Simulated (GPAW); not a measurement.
Crystal: GaN.

```
Ga N
1.0
     3.18000    0.00000    0.00000
    -1.59000    2.75396    0.00000
     0.00000    0.00000    5.16600
Ga N
2 2
Direct
  0.66667 0.33333 0.50000
  0.33333 0.66667 0.00000
  0.66667 0.33333 0.87500
  0.33333 0.66667 0.37500
```

Program: GPAW 26.7.0. Alike in all runs: no spin polarisation; cell as given.

**Question.** Order these runs on this cell by their pressure, lowest first.
A. level WC; potentials or basis PAW data sets generated in the run's folder for this functional, pw; k mesh 5 × 5 × 3; cutoff (eV) 680; smearing fermi-dirac 0.01 eV; maxiter 150; mesh quality coarse
B. level LDA; potentials or basis the program's PAW data sets (release 1.2.1) made for this functional, pw; k mesh 8 × 8 × 4; cutoff (eV) 600; smearing fermi-dirac 0.05 eV; maxiter 120; convergence default; mesh quality not flagged
C. level PBEsol; potentials or basis PAW data sets generated in the run's folder for this functional, pw; k mesh 10 × 10 × 5; cutoff (eV) 800; smearing fermi-dirac 0.05 eV; maxiter 150; band path GMKGALHA,LM,KH; band points 60; mesh quality not flagged

**Answer.** B (-2.7 GPa), A (7.0 GPa), C (9.3 GPa).

Caveats: some runs use coarse meshes; the cutoff is short for stress and forces, so pressures can be off by a GPa or more (some runs).

Runs at the PBE level aren't shown here.
